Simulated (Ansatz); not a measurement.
# ZnS: a line through a two-coordinate scan

How does the energy of ZnS (P6_3mc, No. 186; 4 atoms in the cell) vary with equal normal strain along x and y, at amplitude of mode 4 (70 cm⁻¹) = −0.131 Å?

Method: DFT PBE, scalar-relativistic, plane waves, PAW, in Ansatz 0.2.0.

3 further runs of the same task are left out: 3 set aside as unsound or not needed.

### Step 1. The structure to begin with

Symmetry: P6_3mc, No. 186, hexagonal system. Conventional cell: a = 3.846 Å, b = 3.846 Å, c = 6.304 Å, α = 90.00°, β = 90.00°, γ = 120.00°. Zn (site symmetry 3m) is surrounded by 4 S at 2.36 Å. S (site symmetry 3m) has 4 Zn at 2.36 Å as nearest neighbours.

Coordinates:

```cif
data_structure
_symmetry_space_group_name_H-M 'P6_3mc'
_symmetry_Int_Tables_number 186
_cell_length_a 3.8456
_cell_length_b 3.8456
_cell_length_c 6.3037
_cell_angle_alpha 90.000
_cell_angle_beta 90.000
_cell_angle_gamma 120.000
_cell_volume 80.73
loop_
_atom_site_label
_atom_site_type_symbol
_atom_site_symmetry_multiplicity
_atom_site_Wyckoff_symbol
_atom_site_fract_x
_atom_site_fract_y
_atom_site_fract_z
_atom_site_occupancy
Zn1 Zn 2 b 0.33333 0.66667 0.00520 1
S1 S 2 b 0.33333 0.66667 0.37980 1
```

It is the result of an earlier relaxation at this level (volume 20.18 Å³/atom; gap on the mesh: 2.08 eV).

### Step 2. The scan

The energy is mapped over a normal mode and a strain (zone-centre modes of the cell shown) (x along [1 0 0], y along [1 2 0], z along [0 0 1] of the conventional cell).

- amplitude of mode 4 (70 cm⁻¹), largest displacement in the unstrained cell: 7 values from −0.196 to 0.196 Å
- equal normal strain along x and y: 7 values from −4.00 to 4.00 %

Nothing else is relaxed (the pattern is fixed in fractional coordinates). Energies count from the relaxed high-symmetry cell. Points are written as (first, second).

The modes come from a phonon run on the reference cell, made beforehand.

The patterns, per unit of each coordinate (Å):

```
atom      x1     y1     z1
 Zn1   1.000  0.000  0.000
 Zn2  -1.000  0.000  0.000
  S3  -0.808  0.000  0.000
  S4   0.808  0.000  0.000
```

### Step 3. Point (−0.131 Å, −4.00 %)

Input file input.yaml:

```yaml
crystal:
  lattice:
    - [3.691736386, 0.0, 0.0]
    - [-1.845868193, 3.1971374943, 0.0]
    - [0.0, 0.0, 6.3037246812]
  atoms:
    - { symbol: Zn, position: [0.2993460745, 0.6666666667, 0.0052003729] }
    - { symbol: Zn, position: [0.7006539255, 0.3333333333, 0.5052003729] }
    - { symbol: S, position: [0.3607984271, 0.6666666667, 0.3797996271] }
    - { symbol: S, position: [0.6392015729, 0.3333333333, 0.8797996271] }
basis:
  ecutwfc: 520.0
kpoints:
  mp_grid: { grid: [9, 9, 4] }
hamiltonian:
  xc: pbe
scf:
  occupations: { method: gaussian, width: 0.05 }
output:
  forces: true
  stress: true
  eigenvalues: true
```

Started as:

```sh
> ansatz run input.yaml --threads 1 --pin off --max-ram 2048MiB --backend cpu --events-out ev --progress --plain --runs-dir out
```

Output (excerpt; [...] marks lines left out):

```text
Warning: RAYON_NUM_THREADS=1 ignored (pool sized by the plan → 1); use --threads N
[...]
Pseudopotentials: kind: paw
Pseudopotential: Zn, paw, valence charge 12, recommended cutoff 420 eV (normal), Zn.paw.azcp
Pseudopotential: S, paw, valence charge 6, recommended cutoff 420 eV (normal), S.paw.azcp
Functional definition: PBE
[...]
Crystal: 4 atoms, lattice volume = 74.403 Å³
Basis set: ecut = 520 eV, 2003 PW (Γ), exchange–correlation on 60×60×96 points (8 copies of the dense FFT grid, shifted against one another)
Bands: 22, of which v1, the nominal top of the filled ones, is band 18 counted from 1 (17 counted from 0)
Symmetry: 2 space group operations
Space group: P21 (ITA 4), of the structure as read, at distance tolerance 4.2e-5 Å
k-points: 123 of 324 (time reversal used)
[...]
SCF iter   1: F=—  HF=-8445.271483 eV  |F-HF|=—  |Δ(HF+E_count)|=         —  Δρ=5.57e-4  dr2=1.72e-4  ethr=1.77e-3  ⟨swp⟩=5.9  Hψ=13165  notcnv=0
[...]
SCF iter   7: F=-8445.271565 eV  HF=-8445.271565 eV  |F-HF|=1.03e-9  |Δ(HF+E_count)|=   1.10e-7  Δρ=4.33e-6  dr2=1.40e-8  ethr=2.78e-10  ⟨swp⟩=4.9  Hψ=11955  notcnv=0
[...]
SCF converged after 7 iterations
Free energy (F): -8445.271565 eV
[...]
E sigma→0 (E₀):  -8445.271565 eV
Fermi energy:    7.815196 eV
[...]
--- Forces (eV/Å), atoms counted from 1 ---
  atom   1  Zn     0.21591566     0.01362160     0.37702903
  atom   2  Zn    -0.21591566    -0.01362160     0.37702903
  atom   3  S      0.00731708     0.00999911    -0.37702701
  atom   4  S     -0.00731708    -0.00999911    -0.37702701
[...]
--- Stress (GPa, compression-positive) ---
        9.093846       0.163999      -0.000000
        0.163999       9.194012       0.000000
       -0.000000       0.000000       2.244573
  P = ⅓ Tr σ = 6.8441 GPa (68.441 kbar)
--- Band table (eV; the first three rows and the last of 123) ---
  k-point 0: bands = ["-7.0009", "-6.0566", "-0.0395", "0.0015", "0.0268", "0.0685", "0.0947", "0.4977", "0.5275", "0.5860", "0.6142", "0.6533", "1.0354", "5.7765", "5.8488", "6.4105", "6.5913", "6.6817", "8.9487", "10.1030", "12.7160", "12.8252"]
[...]
```

Wall time 23 s (1 thread of Arm Neoverse V1, shared host); peak memory 0.47 GiB.

On the map this point reads 192 meV.

### Step 4. Grid point (−0.131 Å, −2.67 %)

input.yaml, as its differences from that of step 3:

```diff
@@ -2,4 +2,4 @@
   lattice:
-    - [3.691736386, 0.0, 0.0]
-    - [-1.845868193, 3.1971374943, 0.0]
+    - [3.7428823172, 0.0, 0.0]
+    - [-1.8714411586, 3.24143117, 0.0]
     - [0.0, 0.0, 6.3037246812]
```

Started as:

```sh
> ansatz run input.yaml --threads 1 --pin off --max-ram 2048MiB --backend cpu --events-out ev --progress --plain --runs-dir out
```

Output (excerpt; [...] marks lines left out):

```text
[...]
SCF converged after 7 iterations
Free energy (F): -8445.366507 eV
[...]
E sigma→0 (E₀):  -8445.366507 eV
Fermi energy:    7.382274 eV
[...]
--- Forces (eV/Å), atoms counted from 1 ---
  atom   1  Zn     0.19513422     0.01307279     0.23878879
  atom   2  Zn    -0.19513422    -0.01307279     0.23878879
  atom   3  S     -0.01794364     0.00926599    -0.23879002
  atom   4  S      0.01794364    -0.00926599    -0.23879002
[...]
--- Stress (GPa, compression-positive) ---
        5.556555       0.012913      -0.000000
        0.012913       5.658980       0.000000
       -0.000000       0.000000       1.292159
  P = ⅓ Tr σ = 4.1692 GPa (41.692 kbar)
--- Band table (eV; the first three rows and the last of 123) ---
  k-point 0: bands = ["-7.1687", "-6.2404", "-0.2851", "-0.2534", "-0.2207", "-0.1788", "-0.1535", "0.2178", "0.2435", "0.2979", "0.3266", "0.4134", "0.7929", "5.3768", "5.4476", "6.0822", "6.1895", "6.2838", "8.4807", "9.5693", "12.4004", "12.4712"]
[...]
```

Run time: 26 s. Hardware: 1 thread of Arm Neoverse V1, shared host; peak memory 0.48 GiB.

Energy on the map's scale: 97 meV.

### Step 5. Grid point (−0.131 Å, −1.33 %)

input.yaml, as its differences from that of step 4:

```diff
@@ -2,4 +2,4 @@
   lattice:
-    - [3.7428823172, 0.0, 0.0]
-    - [-1.8714411586, 3.24143117, 0.0]
+    - [3.7944128042, 0.0, 0.0]
+    - [-1.8972064021, 3.2860578809, 0.0]
     - [0.0, 0.0, 6.3037246812]
```

Started as:

```sh
> ansatz run input.yaml --threads 1 --pin off --max-ram 2048MiB --backend cpu --events-out ev --progress --plain --runs-dir out
```

Output (excerpt; [...] marks lines left out):

```text
[...]
SCF converged after 7 iterations
Free energy (F): -8445.419903 eV
[...]
E sigma→0 (E₀):  -8445.419903 eV
Fermi energy:    6.960180 eV
[...]
--- Forces (eV/Å), atoms counted from 1 ---
  atom   1  Zn     0.17608625     0.01256508     0.12596159
  atom   2  Zn    -0.17608625    -0.01256508     0.12596159
  atom   3  S     -0.04199812     0.00854933    -0.12596441
  atom   4  S      0.04199812    -0.00854933    -0.12596441
[...]
--- Stress (GPa, compression-positive) ---
        2.494388      -0.123736       0.000000
       -0.123736       2.599101       0.000000
        0.000000       0.000000       0.444976
  P = ⅓ Tr σ = 1.8462 GPa (18.462 kbar)
--- Band table (eV; the first three rows and the last of 123) ---
  k-point 0: bands = ["-7.3332", "-6.4217", "-0.5278", "-0.5057", "-0.4656", "-0.4236", "-0.3989", "-0.0608", "-0.0367", "0.0142", "0.0433", "0.1606", "0.5775", "4.9948", "5.0639", "5.7613", "5.8052", "5.9034", "8.0169", "9.0564", "11.9904", "12.2452"]
[...]
```

It took 25 s on 1 thread of Arm Neoverse V1, shared host; peak memory 0.48 GiB.

On the map this point reads 43 meV.

### Step 6. The run at (−0.131 Å, 0.00 %)

input.yaml, as its differences from that of step 5:

```diff
@@ -2,4 +2,4 @@
   lattice:
-    - [3.7944128042, 0.0, 0.0]
-    - [-1.8972064021, 3.2860578809, 0.0]
+    - [3.8455587354, 0.0, 0.0]
+    - [-1.9227793677, 3.3303515566, 0.0]
     - [0.0, 0.0, 6.3037246812]
```

Started as:

```sh
> ansatz run input.yaml --threads 1 --pin off --max-ram 2048MiB --backend cpu --events-out ev --progress --plain --runs-dir out
```

Output (excerpt; [...] marks lines left out):

```text
Warning: RAYON_NUM_THREADS=1 ignored (pool sized by the plan → 1); use --threads N
[...]
[... 4 set-up lines as earlier in the session ...]
[...]
Crystal: 4 atoms, lattice volume = 80.732 Å³
Basis set: ecut = 520 eV, 2177 PW (Γ), exchange–correlation on 60×60×96 points (8 copies of the dense FFT grid, shifted against one another)
Bands: 22, of which v1, the nominal top of the filled ones, is band 18 counted from 1 (17 counted from 0)
[... 1 set-up line as earlier in the session ...]
Space group: P21 (ITA 4), of the structure as read, at distance tolerance 4.3e-5 Å
k-points: 123 of 324 (time reversal used)
[...]
SCF iter   1: F=—  HF=-8445.435461 eV  |F-HF|=—  |Δ(HF+E_count)|=         —  Δρ=5.96e-4  dr2=2.90e-4  ethr=1.77e-3  ⟨swp⟩=5.9  Hψ=12891  notcnv=0
[...]
SCF iter   7: F=-8445.436010 eV  HF=-8445.436010 eV  |F-HF|=5.78e-9  |Δ(HF+E_count)|=   1.33e-7  Δρ=3.31e-6  dr2=1.03e-8  ethr=2.78e-10  ⟨swp⟩=4.6  Hψ=11073  notcnv=0
[...]
SCF converged after 7 iterations
Free energy (F): -8445.436010 eV
[...]
E sigma→0 (E₀):  -8445.436010 eV
Fermi energy:    6.556034 eV
[...]
--- Forces (eV/Å), atoms counted from 1 ---
  atom   1  Zn     0.15892096     0.01210128     0.03697232
  atom   2  Zn    -0.15892096    -0.01210128     0.03697232
  atom   3  S     -0.06458144     0.00785591    -0.03697467
  atom   4  S      0.06458144    -0.00785591    -0.03697467
[...]
--- Stress (GPa, compression-positive) ---
       -0.107252      -0.245269       0.000000
       -0.245269      -0.000279       0.000000
        0.000000       0.000000      -0.300894
  P = ⅓ Tr σ = -0.1361 GPa (-1.361 kbar)
--- Band table (eV; the first three rows and the last of 123) ---
[... band rows left out ...]
[...]
```

Wall time 28 s (1 thread of Arm Neoverse V1, shared host); peak memory 0.49 GiB.

That is 27 meV from the zero.

### Step 7. Grid point (−0.131 Å, 1.33 %)

input.yaml, as its differences from that of step 6:

```diff
@@ -2,4 +2,4 @@
   lattice:
-    - [3.8455587354, 0.0, 0.0]
-    - [-1.9227793677, 3.3303515566, 0.0]
+    - [3.8967046666, 0.0, 0.0]
+    - [-1.9483523333, 3.3746452323, 0.0]
     - [0.0, 0.0, 6.3037246812]
```

Started as:

```sh
> ansatz run input.yaml --threads 1 --pin off --max-ram 2048MiB --backend cpu --events-out ev --progress --plain --runs-dir out
```

Output (excerpt; [...] marks lines left out):

```text
[...]
SCF converged after 7 iterations
Free energy (F): -8445.419888 eV
[...]
E sigma→0 (E₀):  -8445.419888 eV
Fermi energy:    6.167064 eV
[...]
--- Forces (eV/Å), atoms counted from 1 ---
  atom   1  Zn     0.14336392     0.01167288    -0.03197781
  atom   2  Zn    -0.14336392    -0.01167288    -0.03197781
  atom   3  S     -0.08596323     0.00717687     0.03197600
  atom   4  S      0.08596323    -0.00717687     0.03197600
[...]
--- Stress (GPa, compression-positive) ---
       -2.325723      -0.353997       0.000000
       -0.353997      -2.216521       0.000000
        0.000000       0.000000      -0.965973
  P = ⅓ Tr σ = -1.8361 GPa (-18.361 kbar)
--- Band table (eV; the first three rows and the last of 123) ---
  k-point 0: bands = ["-7.6467", "-6.7709", "-0.9965", "-0.9931", "-0.9390", "-0.8971", "-0.8731", "-0.5977", "-0.5752", "-0.5299", "-0.5003", "-0.3612", "0.2120", "4.2936", "4.3590", "5.0985", "5.1509", "5.2045", "7.1296", "8.1078", "11.2265", "11.6855"]
[...]
```

It took 31 s on 1 thread of Arm Neoverse V1, shared host; peak memory 0.49 GiB.

Energy on the map's scale: 43 meV.

### Step 8. Point (−0.131 Å, 2.67 %)

input.yaml, as its differences from that of step 7:

```diff
@@ -2,4 +2,4 @@
   lattice:
-    - [3.8967046666, 0.0, 0.0]
-    - [-1.9483523333, 3.3746452323, 0.0]
+    - [3.9482351536, 0.0, 0.0]
+    - [-1.9741175768, 3.4192719432, 0.0]
     - [0.0, 0.0, 6.3037246812]
```

Started as:

```sh
> ansatz run input.yaml --threads 1 --pin off --max-ram 2048MiB --backend cpu --events-out ev --progress --plain --runs-dir out
```

Output (excerpt; [...] marks lines left out):

```text
Warning: RAYON_NUM_THREADS=1 ignored (pool sized by the plan → 1); use --threads N
[...]
[... 4 set-up lines as earlier in the session ...]
[...]
Crystal: 4 atoms, lattice volume = 85.101 Å³
Basis set: ecut = 520 eV, 2321 PW (Γ), exchange–correlation on 60×60×96 points (8 copies of the dense FFT grid, shifted against one another)
Bands: 22, of which v1, the nominal top of the filled ones, is band 18 counted from 1 (17 counted from 0)
[... 1 set-up line as earlier in the session ...]
Space group: P21 (ITA 4), of the structure as read, at distance tolerance 4.4e-5 Å
k-points: 123 of 324 (time reversal used)
[...]
SCF iter   1: F=—  HF=-8445.374213 eV  |F-HF|=—  |Δ(HF+E_count)|=         —  Δρ=6.42e-4  dr2=3.64e-4  ethr=1.77e-3  ⟨swp⟩=5.7  Hψ=12491  notcnv=0
[...]
SCF iter   7: F=-8445.375169 eV  HF=-8445.375169 eV  |F-HF|=2.53e-8  |Δ(HF+E_count)|=   4.31e-7  Δρ=3.83e-6  dr2=1.74e-8  ethr=2.78e-10  ⟨swp⟩=5.1  Hψ=12297  notcnv=0
[...]
SCF converged after 7 iterations
Free energy (F): -8445.375169 eV
[...]
E sigma→0 (E₀):  -8445.375169 eV
Fermi energy:    5.790682 eV
[...]
--- Forces (eV/Å), atoms counted from 1 ---
  atom   1  Zn     0.12919624     0.01127198    -0.08373927
  atom   2  Zn    -0.12919624    -0.01127198    -0.08373927
  atom   3  S     -0.10636909     0.00650343     0.08373799
  atom   4  S      0.10636909    -0.00650343     0.08373799
[...]
--- Stress (GPa, compression-positive) ---
       -4.220496      -0.451739       0.000000
       -0.451739      -4.109064       0.000000
        0.000000       0.000000      -1.566020
  P = ⅓ Tr σ = -3.2985 GPa (-32.985 kbar)
--- Band table (eV; the first three rows and the last of 123) ---
[... band rows left out ...]
[...]
```

Run time: 32 s. Hardware: 1 thread of Arm Neoverse V1, shared host; peak memory 0.5 GiB.

On the map this point reads 88 meV.

### Step 9. Grid point (−0.131 Å, 4.00 %)

input.yaml, as its differences from that of step 8:

```diff
@@ -2,4 +2,4 @@
   lattice:
-    - [3.9482351536, 0.0, 0.0]
-    - [-1.9741175768, 3.4192719432, 0.0]
+    - [3.9993810848, 0.0, 0.0]
+    - [-1.9996905424, 3.4635656189, 0.0]
     - [0.0, 0.0, 6.3037246812]
```

Started as:

```sh
> ansatz run input.yaml --threads 1 --pin off --max-ram 2048MiB --backend cpu --events-out ev --progress --plain --runs-dir out
```

Output (excerpt; [...] marks lines left out):

```text
[...]
SCF converged after 7 iterations
Free energy (F): -8445.306185 eV
[...]
E sigma→0 (E₀):  -8445.306185 eV
Fermi energy:    5.432843 eV
[...]
--- Forces (eV/Å), atoms counted from 1 ---
  atom   1  Zn     0.11651724     0.01090099    -0.11978211
  atom   2  Zn    -0.11651724    -0.01090099    -0.11978211
  atom   3  S     -0.12556486     0.00584287     0.11978189
  atom   4  S      0.12556486    -0.00584287     0.11978189
[...]
--- Stress (GPa, compression-positive) ---
       -5.804462      -0.538042       0.000000
       -0.538042      -5.690832       0.000000
        0.000000       0.000000      -2.101767
  P = ⅓ Tr σ = -4.5324 GPa (-45.324 kbar)
--- Band table (eV; the first three rows and the last of 123) ---
  k-point 0: bands = ["-7.9456", "-7.1082", "-1.4644", "-1.4506", "-1.3981", "-1.3566", "-1.3330", "-1.1134", "-1.0918", "-1.0517", "-1.0217", "-0.8836", "-0.1064", "3.6593", "3.7206", "4.4576", "4.5708", "4.5713", "6.2936", "7.2418", "10.5205", "10.9866"]
[...]
```

Run time: 31 s. Hardware: 1 thread of Arm Neoverse V1, shared host; peak memory 0.51 GiB.

On the map this point reads 157 meV.

### Step 10. The line in numbers

```
equal normal strain along x and y (%)  step  energy (meV)  slope (meV per %)  pressure (GPa)  band gap on the k-mesh (eV)  largest force on an atom (eV/Å)
                                −4.00     3           192                −88             6.8                         2.27                             0.43
                                −2.67     4            97                −55             4.2                         2.20                             0.31
                                −1.33     5            43                −25             1.8                         2.11                             0.22
                                 0.00     6            27                  1            −0.1                         2.02                             0.16
                                 1.33     7            43                 23            −1.8                         1.93                             0.15
                                 2.67     8            88                 43            −3.3                         1.82                             0.15
                                 4.00     9           157                 60            −4.5                         1.72                             0.17
```

Energies count from the relaxed high-symmetry cell. Slopes come from the forces (and the stress, where the cell changes), not from differences of energies.

What this shows: The lowest point of the line is at 0.00 %, 27 meV from the zero. A fit to energies and slopes at the lowest point and its two neighbours puts the minimum at −0.027 %, with a curvature of about 18 meV per %². The highest point computed, at −4.00 %, lies 164 meV above the lowest. This is one cut through a surface in two coordinates; the map's lowest point lies off it. A rigid map gives upper bounds: relaxing the other coordinates can only lower a point.

The gaps are Kohn-Sham values of a semilocal functional, not quasiparticle or optical gaps. Such gaps usually fall short of the measured ones.
